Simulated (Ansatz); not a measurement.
## Electric field gradients in SiC

Theory: DFT PBE, scalar-relativistic, plane waves, PAW in Ansatz. Plane waves to 420 eV; Γ-centred k mesh 12×12×6; fixed occupations. No spin polarisation.

Relaxed structure:
```yaml
crystal:
  lattice:
    - [3.09198, 0.00000, 0.00000]
    - [-1.54599, 2.67773, 0.00000]
    - [0.00000, 0.00000, 5.07428]
  atoms:
    - { symbol: Si, position: [0.33333, 0.66667, 0.00458] }
    - { symbol: Si, position: [0.66667, 0.33333, 0.50458] }
    - { symbol: C, position: [0.33333, 0.66667, 0.38042] }
    - { symbol: C, position: [0.66667, 0.33333, 0.88042] }
```

Problem. Give V_zz (10²¹ V/m²) and the asymmetry η at each distinct site.

Solution.
```csv
atom,V_zz,η
Si (atom 1),0.311,0.00
C (atom 3),0.193,0.00
```